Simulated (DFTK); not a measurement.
# Ge (Cmcm) in DFTK: reference runs

Reference runs on Ge: the cell as given.

Program: DFTK 0.8.2. These are calculated values, not measurements. Logs are shortened: lines on timing, memory, paths and dates and some standing lists are left out, and cuts for length are marked.

## Step 1: Starting point

Symmetry: Cmcm, No. 63, orthorhombic system. The conventional cell has a = 2.976 Å, b = 5.189 Å, c = 4.728 Å, α = 90.00°, β = 90.00°, γ = 90.00°. Ge (site symmetry m2m) has 12 Ge at 2.92 to 2.99 Å as nearest neighbours.

This isn't the form of Ge at room conditions, which is diamond.

## Step 2: Single point, PBEsol

The input, run.jl:

```julia
using DFTK
using PseudoPotentialData
using Unitful, UnitfulAtomic
using LinearAlgebra, Printf
include("save.jl")
disable_threading()

# lattice vectors are the columns
lattice = austrip(1u"Å") * [   1.488052925    1.488052925            0.0;
              -2.59468961     2.59468961            0.0;
                      0.0            0.0     4.72759579]
symbols   = [:Ge, :Ge]
positions = [[0.33344663, 0.66655337, 0.25],
             [0.66655337, 0.33344663, 0.75]]
pseudopotentials = PseudoFamily("dojo.nc.sr.pbesol.v0_4_1.standard.upf")
elements = Dict(s => ElementPsp(s, pseudopotentials) for s in unique(symbols))
atoms    = [elements[s] for s in symbols]

build_model(lattice, positions; symmetries=true) =
    model_DFT(lattice, atoms, positions;
              functionals=PBEsol(),
              temperature=austrip(0.05u"eV"),
              smearing=Smearing.FermiDirac(),
              symmetries)
Ecut  = 39.0  # hartree
kgrid = [10, 10, 6]
tol   = 1e-6
to_GPa = ustrip(uconvert(u"GPa", 1u"hartree/bohr^3"))

model = build_model(lattice, positions)
basis = PlaneWaveBasis(model; Ecut, kgrid)
display(basis)
scfres = self_consistent_field(basis;
                               tol,
                               nbandsalg=AdaptiveBands(model; n_bands_converge=19))
display(scfres.energies)
@printf "Fermi level: %.6f eV\n" ustrip(auconvert(u"eV", something(scfres.εF, NaN)))
forces = compute_forces_cart(scfres)
println("Forces (eV/Å)")
for (s, f) in zip(symbols, forces)
    @printf "%-3s %12.6f %12.6f %12.6f\n" s ustrip.(auconvert.(u"eV/Å", f))...
end
stress = compute_stresses_cart(scfres)
println("Stress (GPa)")
display(round.(stress * to_GPa; digits=4))
println("Levels at the first k-point (eV): ", round.(ustrip.(auconvert.(u"eV", scfres.eigenvalues[1][1:scfres.n_bands_converge])); digits=4))
save_scf!(scfres; forces, stress)
```

Potentials or basis: dojo.nc.sr.pbesol.v0_4_1.standard.upf (PBEsol).

Started as:

```bash
> julia --threads=1 run.jl  # save.jl only writes the numbers to a file and isn't shown; printed stress counts tension as positive; times include loading and compiling
```

Output:

```text
PlaneWaveBasis discretization:

    Ecut                 : 39.0 Ha
    fft_size             : (36, 36, 54), 69984 total points
    kgrid                : MonkhorstPack([10, 10, 6])
    num.   red. kpoints  : 600
    num. irred. kpoints  : 124

    Discretized Model(gga_x_pbe_sol+gga_c_pbe_sol, 3D):
        lattice (in Bohr)    : [2.81201   , 2.81201   , 0         ]
                               [-4.90325  , 4.90325   , 0         ]
                               [0         , 0         , 8.93386   ]
        unit cell volume     : 246.36 Bohr³

        atoms                : Ge₂
        pseudopot. family    : PseudoFamily("dojo.nc.sr.pbesol.v0_4_1.standard.upf")

        num. electrons       : 28
        spin polarization    : none
        temperature          : 0.0018375 Ha
        smearing             : DFTK.Smearing.FermiDirac()

        terms                : Kinetic()
                               AtomicLocal()
                               AtomicNonlocal()
                               Ewald(nothing)
                               PspCorrection()
                               Hartree()
                               Xc(gga_x_pbe_sol, gga_c_pbe_sol)
                               Entropy()
n     Energy            log10(ΔE)   log10(Δρ)   Diag   Δtime
---   ---------------   ---------   ---------   ----   ------
  1   -178.3814274689                   -1.24    5.3    25.6s
  2   -178.3837459741       -2.63       -1.73    1.0    10.6s
  3   -178.3841705997       -3.37       -1.88    2.3    15.7s
  4   -178.3841481811   +   -4.65       -1.94    1.0    9.55s
  5   -178.3841712968       -4.64       -2.39    1.0    11.7s
  6   -178.3841798164       -5.07       -2.68    2.0    14.8s
  7   -178.3841809093       -5.96       -3.89    1.0    10.0s
  8   -178.3841809826       -7.13       -3.64    3.4    19.6s
  9   -178.3841809925       -8.01       -4.41    1.9    15.3s
 10   -178.3841809927       -9.60       -4.43    1.0    10.6s
 11   -178.3841809930       -9.49       -4.75    1.0    12.1s
 12   -178.3841809932       -9.91       -5.55    2.0    13.8s
 13   -178.3841809932      -11.30       -5.39    2.1    17.4s
 14   -178.3841809932      -11.43       -6.46    1.1    10.4s
Energy breakdown (in Ha):
    Kinetic             134.0552834
    AtomicLocal         -111.7645030
    AtomicNonlocal      -94.4447503
    Ewald               -113.7543236
    PspCorrection       7.0164749
    Hartree             43.6907833
    Xc                  -43.1828354
    Entropy             -0.0003104

    total               -178.384180993163
Fermi level: 5.745582 eV
Forces (eV/Å)
Ge     -0.000000    -0.000610     0.000000
Ge      0.000000     0.000610     0.000000
Stress (GPa)
3×3 StaticArraysCore.SMatrix{3, 3, Float64, 9} with indices SOneTo(3)×SOneTo(3):
  0.3854  -0.0      0.0
 -0.0      0.1667   0.0
  0.0      0.0     -2.1239
Levels at the first k-point (eV): [-18.8922, -18.8814, -18.8797, -18.8777, -18.8721, -18.8689, -18.8597, -18.8593, -18.7852, -18.7848, -7.6106, -1.7153, 0.2215, 12.3649, 12.4794, 14.4359, 14.5526, 15.8587, 17.1366]
```

Wall time 5 min (1 thread of Intel Xeon 6975P-C (Granite Rapids), shared host); peak memory 2.6 GiB.

Results:

```
Free energy            : -4854.0808 eV
Pressure               : 0.5 GPa
Band gap on the k mesh : none (metal or under the smearing width)
```

Levels at points of the mesh, in eV from the Fermi level:
```csv
k point,band 10,band 11,band 12,band 13,band 14,band 15,band 16,band 17,band 18,band 19
"(0.00, 0.00, 0.00)",-24.53,-13.36,-7.46,-5.52,6.62,6.73,8.69,8.81,10.11,11.39
"(-0.50, 0.00, 0.00)",-24.52,-8.42,-7.10,-2.26,-1.25,-0.87,1.44,2.46,6.42,7.23
"(-0.50, -0.50, 0.00)",-24.52,-8.50,-7.14,-2.29,-1.27,-0.93,1.41,2.61,6.56,7.38
"(0.00, 0.00, -0.50)",-24.55,-11.68,-11.68,1.89,1.89,7.76,7.76,7.87,7.87,12.71
"(-0.50, 0.00, -0.50)",-24.53,-6.98,-6.98,-4.92,-4.92,4.12,4.12,5.09,5.09,8.66
"(-0.50, -0.50, -0.50)",-24.53,-7.05,-7.05,-4.95,-4.95,4.27,4.27,5.11,5.11,8.75
```
